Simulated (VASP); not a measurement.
# WSe2 in VASP: single point with LDA

Aim: the single point of WSe2 with LDA.

Everything below comes from runs of VASP 6.6.1. Logs are shortened: lines on timing, memory, paths and dates and some standing lists are left out, and cuts for length are marked.

## 1. The structure

The cell holds a sheet with vacuum, 6 atoms: a = 3.282 Å, b = 3.282 Å, c = 27.830 Å, α = 90.00°, β = 90.00°, γ = 120.00°.

The cell was built by a generator and needn't be a form met in nature.

## 2. Single point, LDA

Input file INCAR:

```
SYSTEM = WSe2
  ALGO = Normal
  EDIFF = 1E-6
  ENCUT = 520
  ISIF = 2
  ISMEAR = -1
  LASPH = .TRUE.
  LCHARG = .FALSE.
  LREAL = .FALSE.
  LWAVE = .FALSE.
  NBANDS = 35
  NELM = 100
  PREC = Accurate
  SIGMA = 0.05
```

Input file KPOINTS:

```
k-points
0
G
  6 6 1
  0 0 0
```

Input file POSCAR:

```
WSe2
1.0
    3.2820000000      0.0000000000      0.0000000000
   -1.6410000000      2.8422950000      0.0000000000
    0.0000000000      0.0000000000     27.8300000000
Se W
4 2
Direct
    0.6666670000      0.3333330000      0.3242330000
    0.6666670000      0.3333330000      0.4455050000
    0.3333330000      0.6666670000      0.5544950000
    0.3333330000      0.6666670000      0.6757670000
    0.3333330000      0.6666670000      0.3848810000
    0.6666670000      0.3333330000      0.6151190000
```

Potentials or basis: VASP PAW LDA potentials, release 64 (Se, W_sv).

Started as:

```console
cat potpaw_LDA.64/Se/POTCAR potpaw_LDA.64/W_sv/POTCAR > POTCAR
mpirun -np 1 vasp_std > vasp.out
```

OUTCAR:

```text
SYSTEM = WSe2
   EDIFF = 1E-6
   ENCUT = 520
   ISIF = 2
   ISMEAR = -1
   LASPH = .TRUE.
   LREAL = .FALSE.
   NELM = 100
   PREC = Accurate

 ion  position               nearest neighbor table
   1  0.667  0.333  0.324-   5 2.54   5 2.54   5 2.54
   2  0.667  0.333  0.446-   5 2.54   5 2.54   5 2.54
   3  0.333  0.667  0.554-   6 2.54   6 2.54   6 2.54
   4  0.333  0.667  0.676-   6 2.54   6 2.54   6 2.54
   5  0.333  0.667  0.385-   2 2.54   2 2.54   2 2.54   1 2.54   1 2.54   1 2.54
   6  0.667  0.333  0.615-   3 2.54   3 2.54   3 2.54   4 2.54   4 2.54   4 2.54

  LATTYP: Found a hexagonal cell.
 ALAT       =     3.2820000000
 C/A-ratio  =     8.4795856185

  Lattice vectors:

 A1 = (   3.2820000000,   0.0000000000,   0.0000000000)
 A2 = (  -1.6410000000,   2.8422950000,   0.0000000000)
 A3 = (   0.0000000000,   0.0000000000,  27.8300000000)

Analysis of symmetry for initial positions (statically):
=====================================================================
 Subroutine PRICEL returns:
 Original cell was already a primitive cell.

 Routine SETGRP: Setting up the symmetry group for a
 hexagonal supercell.

 Subroutine GETGRP returns: Found 12 space group operations
 (whereof 12 operations were pure point group operations)
 out of a pool of 24 trial point group operations.

The static configuration has the point symmetry D_3d.

Analysis of symmetry for dynamics (positions and initial velocities):
=====================================================================
 Subroutine PRICEL returns:
 Original cell was already a primitive cell.

 Routine SETGRP: Setting up the symmetry group for a
 hexagonal supercell.

 Subroutine GETGRP returns: Found 12 space group operations
 (whereof 12 operations were pure point group operations)
 out of a pool of 24 trial point group operations.

The dynamic configuration has the point symmetry D_3d.

 Subroutine INISYM returns: Found 12 space group operations
 (whereof 12 operations are pure point group operations),
 and found     1 'primitive' translations

----------------------------------------------------------------------------------------

                                     Primitive cell

  volume of cell :     259.6097

  direct lattice vectors                    reciprocal lattice vectors
     3.282000000  0.000000000  0.000000000     0.304692261  0.175914182  0.000000000
    -1.641000000  2.842295000  0.000000000     0.000000000  0.351828364  0.000000000
     0.000000000  0.000000000 27.830000000     0.000000000  0.000000000  0.035932447

  length of vectors
     3.282000000  3.281999675 27.830000000     0.351828329  0.351828364  0.035932447

  position of ions in fractional coordinates (direct lattice)
     0.666667000  0.333333000  0.324233000
     0.666667000  0.333333000  0.445505000
     0.333333000  0.666667000  0.554495000
     0.333333000  0.666667000  0.675767000
     0.333333000  0.666667000  0.384881000
     0.666667000  0.333333000  0.615119000

  ion indices of the primitive-cell ions
   primitive index   ion index
                 1           1
                 2           2
                 3           3
                 4           4
                 5           5
                 6           6

----------------------------------------------------------------------------------------

 KPOINTS: k-points

Automatic generation of k-mesh.
 Grid dimensions read from file:
 generate k-points for:    6    6    1

 Generating k-lattice:

  Cartesian coordinates                     Fractional coordinates (reciprocal lattice)
     0.050782043  0.029319030  0.000000000     0.166666667 -0.000000000  0.000000000
     0.000000000  0.058638061  0.000000000     0.000000000  0.166666667  0.000000000
     0.000000000  0.000000000  0.035932447     0.000000000  0.000000000  1.000000000

  Length of vectors
     0.058638055  0.058638061  0.035932447

  Shift w.r.t. Gamma in fractional coordinates (k-lattice)
     0.000000000  0.000000000  0.000000000

 Subroutine IBZKPT returns following result:
 ===========================================

 Found      7 irreducible k-points:

 Following reciprocal coordinates:
            Coordinates               Weight
  0.000000  0.000000  0.000000      1.000000
  0.166667 -0.000000  0.000000      6.000000
  0.333333 -0.000000  0.000000      6.000000
  0.500000 -0.000000  0.000000      3.000000
  0.166667  0.166667  0.000000      6.000000
  0.333333  0.166667  0.000000     12.000000
  0.333333  0.333333  0.000000      2.000000
   k-points           NKPTS =      7   k-points in BZ     NKDIM =      7   number of bands    NBANDS=     35
   number of dos      NEDOS =    301   number of ions     NIONS =      6
   total plane-waves  NPLWV = 120960
   dimension x,y,z NGX =    24 NGY =   24 NGZ =  210
   dimension x,y,z NGXF=    48 NGYF=   48 NGZF=  420
   ions per type =               4   2
   NGX,Y,Z   is equivalent  to a cutoff of  12.16, 12.16, 12.54 a.u.
   NGXF,Y,Z  is equivalent  to a cutoff of  24.31, 24.31, 25.09 a.u.
 SYSTEM =  WSe2
   PREC   = accura    normal or accurate (medium, high low for compatibility)
   ISTART =      0    job   : 0-new  1-cont  2-samecut
   ICHARG =      2    charge: 1-file 2-atom 10-const
   ISPIN  =      1    spin polarized calculation?
   LNONCOLLINEAR =      F non collinear calculations
   LSORBIT =      F    spin-orbit coupling
   LASPH  =      T    aspherical Exc in radial PAW
   ENCUT  =  520.0 eV  38.22 Ry    6.18 a.u.   6.10  6.10 51.75*2*pi/ulx,y,z
   NELM   =    100;   NELMIN=  2; NELMDL= -5     # of ELM steps
   EDIFF  = 0.1E-05   stopping-criterion for ELM
   LREAL  =      F    real-space projection
   EDIFFG = 0.1E-04   stopping-criterion for IOM
   NSW    =      0    number of steps for IOM
   IBRION =     -1    ionic relax: 0-MD 1-quasi-New 2-CG
   NFREE  =      0    steps in history (QN), initial steepest desc. (CG)
   ISIF   =      2    stress and relaxation
   ISYM   =      2    0-nonsym 1-usesym 2-fastsym
   POTIM  = 0.5000    time-step for ionic-motion
   TEBEG  =    0.0;   TEEND  =   0.0 temperature during run
   PSTRESS=    0.0 pullay stress
   NELECT =      52.0000    total number of electrons
   NUPDOWN=      -1.0000    fix difference up-down
   EMIN   =  10.00;   EMAX   =-10.00  energy-range for DOS
   EFERMI =   0.00;   METHOD = LEGACY
   ISMEAR =    -1;   SIGMA  =   0.05  broadening in eV -4-tet -1-fermi 0-gaus
   EFERMI_NEDOS =   21; number of points for ismear=-14 and -15
   IALGO  =     38    algorithm
   IMIX   =      4    mixing-type and parameters
     AMIX     =   0.40;   BMIX     =  1.00
     AMIX_MAG =   1.60;   BMIX_MAG =  1.00
  volume/ion in A,a.u.               =      43.27       291.99
  Fermi-wavevector in a.u.,A,eV,Ry     =   0.957861  1.810094 12.483303  0.917497
  Thomas-Fermi vector in A             =   2.086916
   LORBIT       =      0    0 simple, 1 ext, 2 COOP (PROOUT), +10 PAW based schemes
   GGA     = CA    functional components
   LHFCALC =     F    Hartree Fock is set to
   AEXX    =    0.0000 exact exchange contribution
   IVDW    =     0    specifies the selected vdW correction
   LEPSILON=     F    determine dielectric tensor
   LRPA    =     F    only Hartree local field effects (RPA)
 non-spin polarized calculation
  energy-cutoff  :      520.00
  volume of cell :      259.61
 maximum number of plane-waves:      7062
   NGX = 13   NGY = 13   NGZ =103

 number of electron      51.9999995 magnetization

 Free energy of the ion-electron system (eV)
  ---------------------------------------------------
  ext. energy  EPLUGINS =         0.00000000
  ---------------------------------------------------
  free energy    TOTEN  =       -48.32633694 eV

  energy without entropy =      -48.32633598  energy(sigma->0) =      -48.32633646

 E-fermi :   0.6613     XC(G=0):  -5.5215

 val. band max:        0.0844643698   @ k =   0.0000   0.0000   0.0000
 cond. band min:       1.3143905360   @ k =   0.1667   0.1667   0.0000
 fundamental gap:      1.2299261663
 Fermi energy:         0.6613150380

 k-point     1 :       0.0000    0.0000    0.0000
  band No.  band energies     occupation
      1     -73.6357      2.00000
      2     -73.6357      2.00000
      3     -38.1493      2.00000
      4     -38.1492      2.00000
      5     -37.9949      2.00000
      6     -37.9949      2.00000
[... 27 lines left out ...]
     34       3.1422      0.00000
     35       4.4141      0.00000

 k-point     2 :       0.1667   -0.0000    0.0000
  band No.  band energies     occupation
      1     -73.6330      2.00000
      2     -73.6330      2.00000
      3     -38.1376      2.00000
      4     -38.1376      2.00000
      5     -38.0561      2.00000
      6     -38.0561      2.00000
[... 27 lines left out ...]
     34       3.5583      0.00000
     35       5.2648      0.00000

 k-point     3 :       0.3333   -0.0000    0.0000
  band No.  band energies     occupation
      1     -73.6275      2.00000
      2     -73.6275      2.00000
      3     -38.1765      2.00000
      4     -38.1765      2.00000
      5     -38.1142      2.00000
      6     -38.1142      2.00000
[... 27 lines left out ...]
     34       4.2779      0.00000
     35       5.6772      0.00000

 k-point     4 :       0.5000   -0.0000    0.0000
  band No.  band energies     occupation
      1     -73.6248      2.00000
      2     -73.6248      2.00000
      3     -38.2357      2.00000
      4     -38.2357      2.00000
      5     -38.1025      2.00000
      6     -38.1025      2.00000
[... 27 lines left out ...]
     34       4.2959      0.00000
     35       4.5201      0.00000

 k-point     5 :       0.1667    0.1667    0.0000
  band No.  band energies     occupation
      1     -73.6289      2.00000
      2     -73.6289      2.00000
      3     -38.1354      2.00000
      4     -38.1354      2.00000
      5     -38.1201      2.00000
      6     -38.1201      2.00000
[... 27 lines left out ...]
     34       4.3632      0.00000
     35       6.2374      0.00000

 k-point     6 :       0.3333    0.1667    0.0000
  band No.  band energies     occupation
      1     -73.6248      2.00000
      2     -73.6248      2.00000
      3     -38.2056      2.00000
      4     -38.2056      2.00000
      5     -38.1025      2.00000
      6     -38.1025      2.00000
[... 27 lines left out ...]
     34       4.5734      0.00000
     35       5.3378      0.00000

 k-point     7 :       0.3333    0.3333    0.0000
  band No.  band energies     occupation
      1     -73.6234      2.00000
      2     -73.6234      2.00000
      3     -38.1751      2.00000
      4     -38.1751      2.00000
      5     -38.1511      2.00000
      6     -38.1511      2.00000
[... 27 lines left out ...]
     34       4.7569      0.00000
     35       5.9423      0.00000

------------------------ aborting loop because EDIFF is reached ----------------------------------------

  FORCE on cell =-STRESS in cart. coord.  units (eV):
  Direction    XX          YY          ZZ          XY          YZ          ZX
  --------------------------------------------------------------------------------------
  -------------------------------------------------------------------------------------
  Total       -2.7945873     -2.7945865     -3.3963658      0.0000000      0.0000000      0.0000000
  in kB      -17.2467521    -17.2467476    -20.9606193      0.0000000      0.0000000      0.0000000
  external PRESSURE =     -18.4847063 kB  Pullay stress =       0.0000000 kB

 VOLUME and BASIS-vectors are now :
 -----------------------------------------------------------------------------
  energy-cutoff  :      520.00
  volume of cell :      259.61
      direct lattice vectors                 reciprocal lattice vectors
     3.282000000  0.000000000  0.000000000     0.304692261  0.175914182  0.000000000
    -1.641000000  2.842295000  0.000000000     0.000000000  0.351828364  0.000000000
     0.000000000  0.000000000 27.830000000     0.000000000  0.000000000  0.035932447

 POSITION                                       TOTAL-FORCE (eV/Angst)
 -----------------------------------------------------------------------------------
      1.64100      0.94743      9.02340         0.000000     -0.000000      0.536732
      1.64100      0.94743     12.39840         0.000000     -0.000000     -0.468456
     -0.00000      1.89486     15.43160        -0.000000      0.000000      0.468456
     -0.00000      1.89486     18.80660         0.000000      0.000000     -0.536732
     -0.00000      1.89486     10.71124         0.000000      0.000000     -0.071183
      1.64100      0.94743     17.11876        -0.000000     -0.000000      0.071183
 -----------------------------------------------------------------------------------
    total drift:                                0.000000      0.000000      0.000000

  FREE ENERGIE OF THE ION-ELECTRON SYSTEM (eV)
  ---------------------------------------------------
  free  energy   TOTEN  =       -48.3263369372 eV

  energy  without entropy=      -48.3263359754  energy(sigma->0) =      -48.32633646
```

Wall time 54 s (1 thread of Intel Xeon Platinum 8488C (Sapphire Rapids), shared host); peak memory 0.28 GiB.

What came out:

```
Free energy            : -48.3263 eV
Largest force          : 0.537 eV/Å
Band gap on the k mesh : 1.23 eV, indirect (least direct gap 1.62 eV)
```

Forces in eV/Å, atoms in the order of the input:
```
Se   0.000  0.000  0.537
Se   0.000  0.000 -0.468
Se   0.000  0.000  0.468
Se   0.000  0.000 -0.537
W    0.000  0.000 -0.071
W    0.000  0.000  0.071
```

Levels at points of the mesh, in eV from the valence-band top:
```csv
k point,band 22,band 23,band 24,band 25,band 26,band 27,band 28,band 29,band 30,band 31
"(0.00, 0.00, 0.00)",-1.32,-1.28,-1.28,-0.76,0.00,2.80,2.80,2.85,2.85,2.95
"(0.50, 0.00, 0.00)",-2.29,-1.19,-1.11,-1.06,-0.90,2.30,2.32,2.51,2.74,3.23
```

Caveat: spin-orbit coupling is left out, which moves the levels of the heavy elements.
